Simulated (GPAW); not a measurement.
# Cr (P4_2/mmc) in GPAW: notebook

The runs below take Cr through single point, with PBEsol.

Everything below comes from runs of GPAW 26.7.0. Logs are shortened: lines on timing, memory, paths and dates and some standing lists are left out, and cuts for length are marked. The log counts tension as positive stress, the text compression.

**1. The structure**

Symmetry: P4_2/mmc, No. 131, tetragonal system. The conventional cell has a = 4.332 Å, b = 4.332 Å, c = 4.896 Å, α = 90.00°, β = 90.00°, γ = 90.00°. Cr (site symmetry m2m) is surrounded by 4 Cr at 2.17 to 2.42 Å. Cr (site symmetry -4m2) has 14 Cr at 2.45 to 2.71 Å as nearest neighbours. Around Cr (site symmetry mmm) lie 12 Cr at 2.42 to 2.68 Å.

This isn't the form of Cr at room conditions, which is bcc.

**2. Single point, PBEsol, collinear spin, ferromagnetic start, 11.48 Å³/atom**

The input, run.py:

```python
from ase import Atoms
from ase.dft.bandgap import bandgap
from ase.io import write
from ase.units import GPa
from gpaw import GPAW, PW, setup_paths

setup_paths.insert(0, '.')

atoms = Atoms(['Cr', 'Cr', 'Cr', 'Cr', 'Cr', 'Cr', 'Cr', 'Cr'],
              cell=[[4.3317031968, 0.0, 0.0],
                    [0.0, 4.3317031968, 0.0],
                    [0.0, 0.0, 4.8960403971]],
              scaled_positions=[[0.5, 0.25, 0.0],
                                [0.5, 0.75, 0.0],
                                [0.0, 0.5, 0.75],
                                [0.0, 0.5, 0.25],
                                [0.75, 0.0, 0.5],
                                [0.25, 0.0, 0.5],
                                [0.5, 0.5, 0.5],
                                [0.0, 0.0, 0.0]],
              pbc=True)
atoms.set_initial_magnetic_moments([3.0, 3.0, 3.0, 3.0, 3.0, 3.0, 3.0, 3.0])

calc = GPAW(mode=PW(600),
            xc='PBEsol',
            kpts={'size': (5, 5, 5), 'gamma': True},
            occupations={'name': 'fermi-dirac', 'width': 0.05},
            nbands=54,
            convergence={'density': 1e-05, 'energy': 1e-05},
            maxiter=150,
            txt='gpaw.txt')
atoms.calc = calc
energy = atoms.get_potential_energy()
forces = atoms.get_forces()
stress = atoms.get_stress()
calc.write('gs.gpw')
write('result.traj', atoms)
print(f'Energy: {energy:.6f} eV')
print('Forces (eV/A):')
print(forces.round(4))
print('Stress (GPa):', (stress / GPa).round(3))
print('Moments:', calc.get_magnetic_moments().round(3))
print('Fermi level:', round(calc.get_fermi_level(), 4), 'eV')
print(f'Gap: {bandgap(calc)[0]:.4f} eV, direct: {bandgap(calc, direct=True)[0]:.4f} eV')
```

Potentials or basis: PAW data sets generated in the run's folder for this functional, pw.

Launch:

```
$ gpaw-setup -f PBEsol Cr
$ OMP_NUM_THREADS=1 python run.py
```

gpaw.txt:

```text
__  _  _
 | _ |_)|_||  |
 |__||  | ||/\| - 26.7.0

Input parameters:
  mode=PW(ecut=600.0),
  convergence={'density': 1e-05, 'energy': 1e-05},
  kpts=MonkhorstPack(size=(5, 5, 5), gamma=True),
  maxiter=150,
  nbands=54,
  occupations=Occupations(name='fermi-dirac', width=0.05),
  xc=XC(name='PBEsol')

Diagonalizing LCAO Hamiltonian
Converting LCAO to pw mode
    .----------.
   /|          |
  / |          |
 * Cr          |
 |  |          |
 |  |   Cr     |
 | CCr---Cr----.
 | /     Cr   /
 |/    Cr    /
 Cr---------*

Atoms  # Å, Bohr magnetons
|   | symbol |        x |        y |        z |    initial magnetic moments |
|---|--------|----------|----------|----------|-----------------------------|
| 0 |     Cr | 2.165852 | 1.082926 | 0.000000 | ( 0.0000,  0.0000,  3.0000) |
| 1 |     Cr | 2.165852 | 3.248777 | 0.000000 | ( 0.0000,  0.0000,  3.0000) |
| 2 |     Cr | 0.000000 | 2.165852 | 3.672030 | ( 0.0000,  0.0000,  3.0000) |
| 3 |     Cr | 0.000000 | 2.165852 | 1.224010 | ( 0.0000,  0.0000,  3.0000) |
| 4 |     Cr | 3.248777 | 0.000000 | 2.448020 | ( 0.0000,  0.0000,  3.0000) |
| 5 |     Cr | 1.082926 | 0.000000 | 2.448020 | ( 0.0000,  0.0000,  3.0000) |
| 6 |     Cr | 2.165852 | 2.165852 | 2.448020 | ( 0.0000,  0.0000,  3.0000) |
| 7 |     Cr | 0.000000 | 0.000000 | 0.000000 | ( 0.0000,  0.0000,  3.0000) |

Unit cell  # Å
| periodic |        x |        y |        z |  lengths |    angles |
|----------|----------|----------|----------|----------|-----------|
|      yes | 4.331703 | 0.000000 | 0.000000 | 4.331703 | 90.000000 |
|      yes | 0.000000 | 4.331703 | 0.000000 | 4.331703 | 90.000000 |
|      yes | 0.000000 | 0.000000 | 4.896040 | 4.896040 | 90.000000 |

Number of symmetries: 8
Symmetry operations  # r_c * U_cc + t_c -> r_c
|   | kind |            matrix            |
|---|------|------------------------------|
| 0 |  E   |  1, 0, 0,  0, 1, 0,  0, 0, 1 |
| 1 |  σ   |  1, 0, 0,  0, 1, 0,  0, 0,-1 |
| 2 |  σ   |  1, 0, 0,  0,-1, 0,  0, 0, 1 |
| 3 |  C2  |  1, 0, 0,  0,-1, 0,  0, 0,-1 |
| 4 |  σ   | -1, 0, 0,  0, 1, 0,  0, 0, 1 |
| 5 |  C2  | -1, 0, 0,  0, 1, 0,  0, 0,-1 |
| 6 |  C2  | -1, 0, 0,  0,-1, 0,  0, 0, 1 |
| 7 |  i   | -1, 0, 0,  0,-1, 0,  0, 0,-1 |

BZ-sampling:
  Number of BZ points: 125
  Number of IBZ points: 27

  Monkhorst-Pack size: [5, 5, 5]
  Monkhorst-Pack shift: [0, 0, 0]

K-points  # in reciprocal-cell coordinates
|     |                                coordinates |     weight |
|-----|--------------------------------------------|------------|
|   0 | (  0.00000000,   0.00000000,   0.00000000) | 0.00800000 |
|   1 | (  0.00000000,   0.00000000,   0.20000000) | 0.01600000 |
|   2 | (  0.00000000,   0.00000000,   0.40000000) | 0.01600000 |
|   3 | (  0.00000000,   0.20000000,   0.00000000) | 0.01600000 |
|   4 | (  0.00000000,   0.20000000,   0.20000000) | 0.03200000 |
|   5 | (  0.00000000,   0.20000000,   0.40000000) | 0.03200000 |
|   6 | (  0.00000000,   0.40000000,   0.00000000) | 0.01600000 |
|   7 | (  0.00000000,   0.40000000,   0.20000000) | 0.03200000 |
|   8 | (  0.00000000,   0.40000000,   0.40000000) | 0.03200000 |
|   9 | (  0.20000000,   0.00000000,   0.00000000) | 0.01600000 |
| ... |                                            |            |
|  26 | (  0.40000000,   0.40000000,   0.40000000) | 0.06400000 |

Plane wave coefficients: 3092
Cutoff: 600.0 eV

Spin-components: 2 (collinear spins)
Bands:           54
Projectors:      48
Spin-degeneracy: 1
Datatype:        complex128

Parallelization:
  kpt:    1
  domain: 1
  band:   1

Density:
  Valence electrons: 48.0
  Components: 2
  Grid points: [25 25 28]
  Charge: 0.0  # |e|

Potential:
  Grid points: [25 25 28]

species:
  Cr:
    name:    Chromium
    Z:       24.0
    valence: 6
    core:    18
    charge:  0.0  # [|e|]
    compensation charges:
      type: gauss
      rc: 0.35  # [Å]
      lmax: 2
    cutoffs:
      filter: 2.14  # [Å]
      core: 3.04  # [Å]
    projectors
    | kind |    occ | energy [eV] | rcut [Å] |
    |------|--------|-------------|----------|
    |   4s |  1.000 |      -4.015 |    1.164 |
    |   4p |  0.000 |      -0.955 |    1.217 |
    |   3d |  5.000 |      -2.928 |    1.111 |
    |    s |        |      23.196 |    1.164 |
    |    p |        |      26.257 |    1.217 |
    |    d |        |      24.283 |    1.111 |

    Using partial waves for Cr as LCAO basis

Reference energy: -228424.992889  # eV

eigensolver:
  PPCG
  Converge bands: occupied
  niter=2

density mixing:
  MSR1-Mixer
  Pratt-step length: 0.05
  Maximum mixing coefficient: 0.75
  Old densities: 10
  SVD Regularization: 0.005
  Good broyden scale: 1.0
  Trust region scale: 1.0
  Backstep threshold: 4.0
  History deletion threshold: 6.0
  Fourier metric: weight=20.0, sigma=0.015

occupation numbers:
  Fermi-Dirac:
    width: 0.0500  # eV

poisson solver:
  ecut: 4800.0  # eV

xc functional:
  name: PBEsol with 2 nearest neighbor stencil

convergence criteria:
- Maximum integral of absolute [dens]ity change: 1e-05 electrons / valence electron
- Maximum [total energy] change in last 3 cyles: 1e-05 eV / valence electron
- Maximum integral of absolute [eigenst]ate change: 4e-08 eV^2 / valence electron
maximum number of iterations: 150

SCF iterations
|iter     | |      energy | eigst |  dens |  magmom |
|---------|-|-------------|-------|-------|---------|
|iter:   1| |  -72.122356 | +0.20 |       | +23.9830|
|iter:   2| |  -72.484915 | -1.62 | -0.42 | +23.2639|
|iter:   3| | -103.461462 | -0.34 | -0.44 | +14.3488|
|iter:   4| | -112.340038 | +0.31 | -0.24 | +16.4865|
|iter:   5| |  -77.927107 | -0.46 | -0.14 | +13.4923|
|iter:   6| |  -79.301284 | -1.10 | -0.57 |  +4.8227|
|iter:   7| |  -80.297618 | -1.43 | -0.97 |  -1.2170|
|iter:   8| |  -79.324497 | -1.50 | -0.93 |  -0.3174|
|iter:   9| |  -80.431183 | -1.77 | -1.45 |  -0.3501|
|iter:  10| |  -79.323313 | -1.90 | -1.09 |  -0.4309|
|iter:  11| |  -79.417019 | -2.60 | -1.64 |  -0.3534|
|iter:  12| |  -79.349488 | -2.80 | -1.54 |  -0.3574|
|iter:  13| |  -79.347786 | -3.24 | -1.79 |  +0.0279|
|iter:  14| |  -79.350252 | -3.79 | -2.18 |  -0.0256|
|iter:  15| |  -79.352913 | -3.83 | -2.21 |  +0.1613|
|iter:  16| |  -79.351128 | -4.03 | -2.07 |  +0.0826|
|iter:  17| |  -79.351102 | -4.46 | -2.42 |  +0.0253|
|iter:  18| |  -79.351135c| -5.24 | -3.15 |  +0.0032|
|iter:  19| |  -79.351130c| -5.83 | -3.72 |  +0.0021|
|iter:  20| |  -79.351140c| -6.34 | -3.79 |  +0.0006|
|iter:  21| |  -79.351137c| -6.81 | -3.91 |  +0.0007|
|iter:  22| |  -79.351138c| -7.32 | -4.46 |  +0.0004|
|iter:  23| |  -79.351138c| -7.54c| -4.68 |  +0.0000|
|iter:  24| |  -79.351138c| -7.84c| -4.95 |  +0.0001|
|iter:  25| |  -79.351138c| -7.93c| -5.16c|  -0.0000|

Converged in 25 steps
Energy contributions relative to reference atoms: (reference = -228424.992889)

Energy contributions:
  Kinetic:        -110.977198
  Coulomb:          65.483424
  Zero:              1.794852
  External:          0.000000
  Xc:              -35.625199
  Entropy:          -0.054033
  Spinorbit:         0.000000
  ----------------------------
  Free energy:     -79.378155
  Extrapolated:    -79.351138

dipole moment: (-32.239196, -32.145910, -36.333860)  # |e|*Ang

Total magnetic moment: (0.000000, 0.000000, -0.000033)

Local magnetic moments
|        x |        y |         z |
|----------|----------|-----------|
| 0.000000 | 0.000000 | -0.000042 |  # Cr   0
| 0.000000 | 0.000000 | -0.000042 |  # Cr   1
| 0.000000 | 0.000000 |  0.000023 |  # Cr   2
| 0.000000 | 0.000000 |  0.000023 |  # Cr   3
| 0.000000 | 0.000000 | -0.000045 |  # Cr   4
| 0.000000 | 0.000000 | -0.000045 |  # Cr   5
| 0.000000 | 0.000000 |  0.000067 |  # Cr   6
| 0.000000 | 0.000000 |  0.000072 |  # Cr   7

Fermi level: 11.004
Eigenvalues  # (at kpt = [0.000, 0.000, 0.000])
| band index |      eig [eV] | occ [0-1] |      eig [eV] | occ [0-1] |
|------------|---------------|-----------|---------------|-----------|
|          0 |         3.423 |     1.000 |         3.423 |     1.000 |
|        ... |               |           |               |           |
|         17 |         9.708 |     1.000 |         9.708 |     1.000 |
|         18 |        10.228 |     1.000 |        10.228 |     1.000 |
|         19 |        10.269 |     1.000 |        10.269 |     1.000 |
|         20 |        10.269 |     1.000 |        10.269 |     1.000 |
|         21 |        10.391 |     1.000 |        10.391 |     1.000 |
|         22 |        10.502 |     1.000 |        10.502 |     1.000 |
[... 8 lines left out ...]
|         31 |        12.185 |     0.000 |        12.185 |     0.000 |
|         32 |        12.329 |     0.000 |        12.329 |     0.000 |
|        ... |               |           |               |           |
|         53 |        22.481 |     0.000 |        22.494 |     0.000 |

No gap
No difference between direct/indirect transitions

Forces  # eV/Ang
|        x |        y |        z |
|----------|----------|----------|
|  0.00000 |  0.13431 |  0.00000 |  # Cr   0
|  0.00000 | -0.13431 |  0.00000 |  # Cr   1
|  0.00000 |  0.00000 | -0.00012 |  # Cr   2
|  0.00000 |  0.00000 |  0.00012 |  # Cr   3
|  0.13437 |  0.00000 |  0.00000 |  # Cr   4
| -0.13437 |  0.00000 |  0.00000 |  # Cr   5
| -0.00000 |  0.00000 |  0.00000 |  # Cr   6
|  0.00000 |  0.00000 |  0.00000 |  # Cr   7

Stress tensor  # eV/Ang^3
|         x |         y |        z |
|-----------|-----------|----------|
| -0.052419 |  0.000000 | 0.000000 |
|  0.000000 | -0.052414 | 0.000000 |
|  0.000000 |  0.000000 | 0.158219 |

# Writing to gs.gpw (mode='')
```

Run time: 5.5 min. Hardware: 1 thread of Arm Neoverse V2, shared host; peak memory 0.35 GiB.

What came out:

```yaml
Free_energy: -79.3782 eV
Pressure: -2.9 GPa
Largest_force: 0.134 eV/Å
Band_gap_on_the_k_mesh: none (metal or under the smearing width)
Net_moment: 0.00 μB per cell
```

Caveat: the density grid can change from cell to cell, which puts small steps into energies and stress; the starting moments collapsed, and a magnetic state may lie lower.

**3. Single point, PBEsol, collinear spin, ferromagnetic start, 11.48 Å³/atom**

Changes to run.py since step 2:

```diff
@@ -9,5 +9,5 @@
 atoms = Atoms(['Cr', 'Cr', 'Cr', 'Cr', 'Cr', 'Cr', 'Cr', 'Cr'],
-              cell=[[4.3317031968, 0.0, 0.0],
-                    [0.0, 4.3317031968, 0.0],
-                    [0.0, 0.0, 4.8960403971]],
+              cell=[[4.4219470134, 0.0, 0.0],
+                    [0.0, 4.4219470134, 0.0],
+                    [0.0, 0.0, 4.6982411808]],
               scaled_positions=[[0.5, 0.25, 0.0],
```

Potentials or basis: PAW data sets generated in the run's folder for this functional, pw.

Launch:

```
$ gpaw-setup -f PBEsol Cr
$ OMP_NUM_THREADS=1 python run.py
```

Wall time 6.2 min (1 thread of Arm Neoverse V2, shared host); peak memory 0.34 GiB.

The run converged. Its results:

```
Free energy            : -80.0126 eV
Pressure               : -4.9 GPa
Largest force          : 0.018 eV/Å
Band gap on the k mesh : none (metal or under the smearing width)
Net moment             : 0.00 μB per cell
```

Caveat: the density grid can change from cell to cell, which puts small steps into energies and stress; the starting moments collapsed, and a magnetic state may lie lower.
